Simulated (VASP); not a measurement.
# SiC (F-43m) in VASP: a series of runs

Runs on SiC. Level: PBEsol. Tasks: relaxation of cell and atoms.

Program: VASP 6.6.1. These are calculated values, not measurements. Logs are shortened: lines on timing, memory, paths and dates and some standing lists are left out, and cuts for length are marked.

### 1 The crystal as given

The structure is cubic, space group F-43m (No. 216). Conventional cell: a = 4.358 Å, b = 4.358 Å, c = 4.358 Å, α = 90.00°, β = 90.00°, γ = 90.00°. Si (site symmetry -43m) is surrounded by 4 C at 1.89 Å. C (site symmetry -43m) is surrounded by 4 Si at 1.89 Å.

### 2 Relaxation of cell and atoms, PBEsol

Input file INCAR:

```
SYSTEM = SiC
PREC = Accurate
ENCUT = 600
EDIFF = 1E-6
ISMEAR = 0
SIGMA = 0.03
LREAL = .FALSE.
LASPH = .TRUE.
NELM = 80
ALGO = Normal
ISIF = 3
LWAVE = .FALSE.
LCHARG = .FALSE.
GGA = PS
IBRION = 2
NSW = 90
EDIFFG = -0.01
```

Input file KPOINTS:

```
regular mesh
0
G
  10 10 10
  0 0 0
```

Input file POSCAR:

```
SiC
1.0
    0.0000000000      2.1790000000      2.1790000000
    2.1790000000      0.0000000000      2.1790000000
    2.1790000000      2.1790000000      0.0000000000
Si C
1 1
Direct
    0.0000000000      0.0000000000      0.0000000000
    0.2500000000      0.2500000000      0.2500000000
```

Potentials or basis: VASP PAW PBE potentials, release 64 (Si, C).

Command:

```console
$ cat potpaw_PBE.64/Si/POTCAR potpaw_PBE.64/C/POTCAR > POTCAR
$ mpirun -np 1 vasp_std > vasp.out
```

OUTCAR:

```text
SYSTEM = SiC
   PREC = Accurate
   ENCUT = 600
   EDIFF = 1E-6
   ISMEAR = 0
   LREAL = .FALSE.
   LASPH = .TRUE.
   NELM = 80
   ISIF = 3
   GGA = PS
   IBRION = 2
   NSW = 90
   EDIFFG = -0.01

 ion  position               nearest neighbor table
   1  0.000  0.000  0.000-   2 1.89   2 1.89   2 1.89   2 1.89
   2  0.250  0.250  0.250-   1 1.89   1 1.89   1 1.89   1 1.89

  LATTYP: Found a face centered cubic cell.
 ALAT       =     4.3580000000

  Lattice vectors:

 A1 = (   0.0000000000,   2.1790000000,   2.1790000000)
 A2 = (   2.1790000000,   0.0000000000,   2.1790000000)
 A3 = (   2.1790000000,   2.1790000000,   0.0000000000)

Analysis of symmetry for initial positions (statically):
=====================================================================
 Subroutine PRICEL returns:
 Original cell was already a primitive cell.

 Routine SETGRP: Setting up the symmetry group for a
 face centered cubic supercell.

 Subroutine GETGRP returns: Found 24 space group operations
 (whereof 24 operations were pure point group operations)
 out of a pool of 48 trial point group operations.

The static configuration has the point symmetry T_d .

Analysis of symmetry for dynamics (positions and initial velocities):
=====================================================================
 Subroutine PRICEL returns:
 Original cell was already a primitive cell.

 Routine SETGRP: Setting up the symmetry group for a
 face centered cubic supercell.

 Subroutine GETGRP returns: Found 24 space group operations
 (whereof 24 operations were pure point group operations)
 out of a pool of 48 trial point group operations.

The dynamic configuration has the point symmetry T_d .

 Subroutine INISYM returns: Found 24 space group operations
 (whereof 24 operations are pure point group operations),
 and found     1 'primitive' translations

----------------------------------------------------------------------------------------

                                     Primitive cell

  volume of cell :      20.6920

  direct lattice vectors                    reciprocal lattice vectors
     0.000000000  2.179000000  2.179000000    -0.229463056  0.229463056  0.229463056
     2.179000000  0.000000000  2.179000000     0.229463056 -0.229463056  0.229463056
     2.179000000  2.179000000  0.000000000     0.229463056  0.229463056 -0.229463056

  length of vectors
     3.081571352  3.081571352  3.081571352     0.397441672  0.397441672  0.397441672

  position of ions in fractional coordinates (direct lattice)
     0.000000000  0.000000000  0.000000000
     0.250000000  0.250000000  0.250000000

  ion indices of the primitive-cell ions
   primitive index   ion index
                 1           1
                 2           2

----------------------------------------------------------------------------------------

 KPOINTS: regular mesh

Automatic generation of k-mesh.
 Grid dimensions read from file:
 generate k-points for:   10   10   10

 Generating k-lattice:

  Cartesian coordinates                     Fractional coordinates (reciprocal lattice)
    -0.022946306  0.022946306  0.022946306     0.100000000  0.000000000  0.000000000
     0.022946306 -0.022946306  0.022946306     0.000000000  0.100000000  0.000000000
     0.022946306  0.022946306 -0.022946306     0.000000000  0.000000000  0.100000000

  Length of vectors
     0.039744167  0.039744167  0.039744167

  Shift w.r.t. Gamma in fractional coordinates (k-lattice)
     0.000000000  0.000000000  0.000000000

 Subroutine IBZKPT returns following result:
 ===========================================

 Found     47 irreducible k-points:

 Following reciprocal coordinates:
            Coordinates               Weight
  0.000000  0.000000  0.000000      1.000000
  0.100000  0.000000  0.000000      8.000000
  0.200000  0.000000  0.000000      8.000000
  0.300000  0.000000  0.000000      8.000000
  0.400000  0.000000  0.000000      8.000000
  0.500000  0.000000  0.000000      4.000000
[... 16 lines left out ...]
  0.300000  0.300000  0.000000      6.000000
  0.400000  0.300000  0.000000     24.000000
 [... further k-points ...]
   k-points           NKPTS =     47   k-points in BZ     NKDIM =     47   number of bands    NBANDS=      8
   number of dos      NEDOS =    301   number of ions     NIONS =      2
   total plane-waves  NPLWV =  21952
   dimension x,y,z NGX =    28 NGY =   28 NGZ =   28
   dimension x,y,z NGXF=    56 NGYF=   56 NGZF=   56
   ions per type =               1   1
   NGX,Y,Z   is equivalent  to a cutoff of  15.11, 15.11, 15.11 a.u.
   NGXF,Y,Z  is equivalent  to a cutoff of  30.21, 30.21, 30.21 a.u.
 SYSTEM =  SiC
   PREC   = accura    normal or accurate (medium, high low for compatibility)
   ISTART =      0    job   : 0-new  1-cont  2-samecut
   ICHARG =      2    charge: 1-file 2-atom 10-const
   ISPIN  =      1    spin polarized calculation?
   LNONCOLLINEAR =      F non collinear calculations
   LSORBIT =      F    spin-orbit coupling
   LASPH  =      T    aspherical Exc in radial PAW
   ENCUT  =  600.0 eV  44.10 Ry    6.64 a.u.   6.15  6.15  6.15*2*pi/ulx,y,z
   NELM   =     80;   NELMIN=  2; NELMDL= -5     # of ELM steps
   EDIFF  = 0.1E-05   stopping-criterion for ELM
   LREAL  =      F    real-space projection
   EDIFFG = -.1E-01   stopping-criterion for IOM
   NSW    =     90    number of steps for IOM
   IBRION =      2    ionic relax: 0-MD 1-quasi-New 2-CG
   NFREE  =      1    steps in history (QN), initial steepest desc. (CG)
   ISIF   =      3    stress and relaxation
   ISYM   =      2    0-nonsym 1-usesym 2-fastsym
   POTIM  = 0.5000    time-step for ionic-motion
   TEBEG  =    0.0;   TEEND  =   0.0 temperature during run
   PSTRESS=    0.0 pullay stress
   NELECT =       8.0000    total number of electrons
   NUPDOWN=      -1.0000    fix difference up-down
   EMIN   =  10.00;   EMAX   =-10.00  energy-range for DOS
   EFERMI =   0.00;   METHOD = LEGACY
   ISMEAR =     0;   SIGMA  =   0.03  broadening in eV -4-tet -1-fermi 0-gaus
   EFERMI_NEDOS =   21; number of points for ismear=-14 and -15
   IALGO  =     38    algorithm
   IMIX   =      4    mixing-type and parameters
     AMIX     =   0.40;   BMIX     =  1.00
     AMIX_MAG =   1.60;   BMIX_MAG =  1.00
  volume/ion in A,a.u.               =      10.35        69.82
  Fermi-wavevector in a.u.,A,eV,Ry     =   1.192626  2.253736 19.352338  1.422357
  Thomas-Fermi vector in A             =   2.328660
   LORBIT       =      0    0 simple, 1 ext, 2 COOP (PROOUT), +10 PAW based schemes
   GGA     = PS    functional components
   LHFCALC =     F    Hartree Fock is set to
   AEXX    =    0.0000 exact exchange contribution
   IVDW    =     0    specifies the selected vdW correction
   LEPSILON=     F    determine dielectric tensor
   LRPA    =     F    only Hartree local field effects (RPA)
 conjugate gradient relaxation of ions
 non-spin polarized calculation
 Gauss-broadening in eV      SIGMA  =   0.03
  energy-cutoff  :      600.00
  volume of cell :       20.69
 maximum number of plane-waves:       701
 NGX is ok and might be reduce to    28
   NGX = 13   NGY = 13   NGZ = 13

 number of electron       8.0000000 magnetization

 Free energy of the ion-electron system (eV)
  ---------------------------------------------------
  ext. energy  EPLUGINS =         0.00000000
  ---------------------------------------------------
  free energy    TOTEN  =       -15.91610820 eV

  energy without entropy =      -15.91610820  energy(sigma->0) =      -15.91610820

 E-fermi :   8.1959     XC(G=0): -11.5049

 val. band max:        8.0558600555   @ k =   0.0000   0.0000   0.0000
 cond. band min:       9.2901437799   @ k =   0.5000   0.5000   0.0000
 fundamental gap:      1.2342837245
 Fermi energy:         8.1958529689

 k-point     1 :       0.0000    0.0000    0.0000
  band No.  band energies     occupation
      1      -7.3681      2.00000
      2       8.0559      2.00000
      3       8.0559      2.00000
      4       8.0559      2.00000
      5      14.2427      0.00000
      6      15.2991      0.00000
      7      15.2991      0.00000
      8      15.2991      0.00000

 k-point     2 :       0.1000    0.0000    0.0000
  band No.  band energies     occupation
      1      -7.1720      2.00000
      2       7.0408      2.00000
      3       7.9210      2.00000
      4       7.9210      2.00000
      5      14.4944      0.00000
      6      15.5433      0.00000
      7      15.5433      0.00000
      8      15.5793      0.00000

 k-point     3 :       0.2000    0.0000    0.0000
  band No.  band energies     occupation
      1      -6.5918      2.00000
      2       4.9104      2.00000
      3       7.6124      2.00000
      4       7.6124      2.00000
      5      14.1963      0.00000
      6      15.9003      0.00000
      7      15.9003      0.00000
      8      16.7741      0.00000

 k-point     4 :       0.3000    0.0000    0.0000
  band No.  band energies     occupation
      1      -5.6623      2.00000
      2       2.5863      2.00000
      3       7.2953      2.00000
      4       7.2953      2.00000
      5      13.7879      0.00000
      6      15.7521      0.00000
      7      15.7521      0.00000
      8      17.7177      0.00000

 k-point     5 :       0.4000    0.0000    0.0000
  band No.  band energies     occupation
      1      -4.5074      2.00000
      2       0.5168      2.00000
      3       7.0762      2.00000
      4       7.0762      2.00000
      5      13.5199      0.00000
      6      15.3666      0.00000
      7      15.3666      0.00000
      8      17.9759      0.00000
[... 177 lines left out ...]
 k-point    22 :      -0.2000    0.2000    0.0000
  band No.  band energies     occupation
      1      -5.3507      2.00000
      2       3.2405      2.00000
      3       4.8032      2.00000
      4       7.4064      2.00000
      5      14.5344      0.00000
      6      15.9869      0.00000
      7      16.3631      0.00000
      8      17.1387      0.00000

 k-point    23 :       0.3000    0.3000    0.0000
  band No.  band energies     occupation
      1      -5.0843      2.00000
      2       3.6988      2.00000
      3       5.6732      2.00000
      4       5.6732      2.00000
      5      11.1127      0.00000
      6      13.5524      0.00000
      7      19.5263      0.00000
      8      19.5263      0.00000

 k-point    24 :       0.4000    0.3000    0.0000
  band No.  band energies     occupation
      1      -4.2085      2.00000
      2       2.4698      2.00000
      3       4.8720      2.00000
      4       5.4097      2.00000
      5      10.8127      0.00000
      6      13.5681      0.00000
      7      19.6090      0.00000
      8      19.9187      0.00000

 [... further k-points ...]
[... 5 lines left out ...]
  --------------------------------------------------------------------------------------
  -------------------------------------------------------------------------------------
  Total        0.0058220      0.0058220      0.0058220     -0.0000000     -0.0000000      0.0000000
  in kB        0.4507972      0.4507972      0.4507972     -0.0000000     -0.0000000      0.0000000
  external PRESSURE =       0.4507972 kB  Pullay stress =       0.0000000 kB

 VOLUME and BASIS-vectors are now :
 -----------------------------------------------------------------------------
  energy-cutoff  :      600.00
  volume of cell :       20.69
      direct lattice vectors                 reciprocal lattice vectors
     0.000000000  2.179000000  2.179000000    -0.229463056  0.229463056  0.229463056
     2.179000000  0.000000000  2.179000000     0.229463056 -0.229463056  0.229463056
     2.179000000  2.179000000  0.000000000     0.229463056  0.229463056 -0.229463056

 POSITION                                       TOTAL-FORCE (eV/Angst)
 -----------------------------------------------------------------------------------
      0.00000      0.00000      0.00000        -0.000000     -0.000000     -0.000000
      1.08950      1.08950      1.08950         0.000000      0.000000      0.000000
 -----------------------------------------------------------------------------------
    total drift:                               -0.000000     -0.000000     -0.000000

  FREE ENERGIE OF THE ION-ELECTRON SYSTEM (eV)
  ---------------------------------------------------
  free  energy   TOTEN  =       -15.9161082006 eV

  energy  without entropy=      -15.9161082006  energy(sigma->0) =      -15.91610820

 reached required accuracy - stopping structural energy minimisation
```

Run time: 5.2 s. Hardware: 1 thread of Intel Xeon 6975P-C (Granite Rapids), shared host; peak memory 0.15 GiB.

Results:

```yaml
Free_energy: -15.9161 eV
Pressure_after_relaxing: 0.0 GPa
Band_gap_on_the_k_mesh: 1.23 eV, indirect (least direct gap 4.44 eV)
```

Final structure:
```yaml
crystal:
  lattice:
    - [0.00000, 2.17900, 2.17900]
    - [2.17900, 0.00000, 2.17900]
    - [2.17900, 2.17900, 0.00000]
  atoms:
    - { symbol: Si, position: [0.00000, 0.00000, 0.00000] }
    - { symbol: C, position: [0.25000, 0.25000, 0.25000] }
```

Caveat: the relaxation stopped at its first step, so nothing moved; the PAW data sets were made with another functional, which shifts forces and pressure a little.

### 3 Relaxation of cell and atoms, PBEsol

Changes to INCAR since step 2:

```diff
@@ -3,3 +3,3 @@
 ENCUT = 600
-EDIFF = 1E-6
+EDIFF = 1E-7
 ISMEAR = 0
@@ -16,2 +16,2 @@
 NSW = 90
-EDIFFG = -0.01
+EDIFFG = -0.005
```

KPOINTS is that of step 2.

Input file POSCAR:

```
SiC                                     
1.0
    0.0000000000      2.1790000000      2.1790000000
    2.1790000000      0.0000000000      2.1790000000
    2.1790000000      2.1790000000      0.0000000000
  Si              C             
     1     1
Direct
     0.0000000000000000    0.0000000000000000    0.0000000000000000
     0.2500000000000000    0.2500000000000000    0.2500000000000000
```

Potentials or basis: VASP PAW PBE potentials, release 64 (Si, C).

Command:

```console
$ cat potpaw_PBE.64/Si/POTCAR potpaw_PBE.64/C/POTCAR > POTCAR
$ mpirun -np 1 vasp_std > vasp.out
```

Run time: 5.6 s. Hardware: 1 thread of Intel Xeon 6975P-C (Granite Rapids), shared host; peak memory 0.15 GiB.

It converged, with:

- Free energy: -15.9161 eV
- Pressure after relaxing: 0.0 GPa
- Band gap on the k mesh: 1.23 eV, indirect (least direct gap 4.44 eV)

Final structure:
```cif
data_structure
_symmetry_space_group_name_H-M 'P 1'
_symmetry_Int_Tables_number 1
_cell_length_a 3.0816
_cell_length_b 3.0816
_cell_length_c 3.0816
_cell_angle_alpha 60.000
_cell_angle_beta 60.000
_cell_angle_gamma 60.000
_cell_volume 20.69
loop_
_atom_site_label
_atom_site_type_symbol
_atom_site_fract_x
_atom_site_fract_y
_atom_site_fract_z
_atom_site_occupancy
Si1 Si 0.00000 0.00000 0.00000 1
C1 C 0.25000 0.25000 0.25000 1
```

Levels at points of the mesh, in eV from the valence-band top:
```csv
k point,band 1,band 2,band 3,band 4,band 5,band 6,band 7,band 8
"(0.00, 0.00, 0.00)",-15.42,0.00,0.00,0.00,6.19,7.24,7.24,7.24
"(0.50, 0.00, 0.00)",-11.82,-8.60,-1.06,-1.06,5.37,7.14,7.14,9.92
"(0.50, 0.50, 0.00)",-10.36,-7.83,-3.21,-3.21,1.23,4.20,13.95,13.95
```

Caveat: the relaxation stopped at its first step, so nothing moved; the PAW data sets were made with another functional, which shifts forces and pressure a little. A k mesh can miss the band edges.
